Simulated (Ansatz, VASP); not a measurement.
Two plane-wave programs on InSe (lda)

INCAR

```
SYSTEM = InSe
PREC = Accurate
ENCUT = 520
EDIFF = 1E-7
ISMEAR = 0
SIGMA = 0.1
LREAL = .False.
LASPH = .True.
NELM = 60
ALGO = Normal
ISIF = 2
LWAVE = .False.
LCHARG = .False.
NBANDS = 48
```

KPOINTS

```
regular mesh
0
Gamma
  6 6 1
  0 0 0
```

POSCAR

```
InSe
1.0
    4.0500000000      0.0000000000      0.0000000000
   -2.0250000000      3.5074028853      0.0000000000
    0.0000000000      0.0000000000     16.9300000000
In Se
4 4
Direct
    0.3333333333      0.6666666667      0.1570000000
    0.6666666667      0.3333333333      0.6570000000
    0.3333333333      0.6666666667      0.3430000000
    0.6666666667      0.3333333333      0.8430000000
    0.3333333333      0.6666666667      0.6020000000
    0.6666666667      0.3333333333      0.1020000000
    0.3333333333      0.6666666667      0.8980000000
    0.6666666667      0.3333333333      0.3980000000
```

Input for Ansatz:

```yaml
crystal:
  lattice:
    - [4.05, 0.0, 0.0]
    - [-2.025, 3.5074028853, 0.0]
    - [0.0, 0.0, 16.93]
  atoms:
    - { symbol: In, position: [0.3333333333, 0.6666666667, 0.157] }
    - { symbol: In, position: [0.6666666667, 0.3333333333, 0.657] }
    - { symbol: In, position: [0.3333333333, 0.6666666667, 0.343] }
    - { symbol: In, position: [0.6666666667, 0.3333333333, 0.843] }
    - { symbol: Se, position: [0.3333333333, 0.6666666667, 0.602] }
    - { symbol: Se, position: [0.6666666667, 0.3333333333, 0.102] }
    - { symbol: Se, position: [0.3333333333, 0.6666666667, 0.898] }
    - { symbol: Se, position: [0.6666666667, 0.3333333333, 0.398] }
basis:
  ecutwfc: 420
kpoints:
  mp_grid: { grid: [6, 6, 1] }
hamiltonian:
  xc: lda
  pseudopotentials: { kind: paw }
scf:
  occupations: { method: gaussian, width: 0.1 }
output:
  forces: true
  stress: true
  eigenvalues: true
```

Alike in both runs: task single point; functional LDA; k mesh 6 × 6 × 1; occupations gaussian, width 0.1 eV; no spin polarisation.

|  | VASP | Ansatz |
| --- | --- | --- |
| version | VASP 6.6.1 | Ansatz 0.2.0 |
| potentials or method | VASP PAW LDA potentials, release 64 (In_d, Se) | scalar-relativistic, plane waves, PAW |
| plane-wave cutoff (eV) | 520 | 420 |
| valence electrons in the cell | 76 | 116 |

|  | VASP | Ansatz | Ansatz less VASP |
| --- | --- | --- | --- |
| gap on the k mesh at the Fermi level (eV) | none | none | - |
| pressure (GPa) | 3.6 | 3.4 | -0.14 |
| largest component of the traceless stress (GPa) | 4.74 | 4.68 | -0.061 |
| rms of the force components (eV/Å) | 1.257 | 1.243 | -0.0140 |

Atom by atom the forces differ by 0.015 eV/Å (rms over components). A gap of «none» marks a metal or a gap that the smearing closes. The two sets of potentials don't hold the same shells in valence.

Caveats: the k mesh is coarse (spacing up to 0.37 Å⁻¹), so the values aren't converged; forces of over 1 eV/Å show positions far from the minimum, so gaps and moduli don't describe the material at rest.
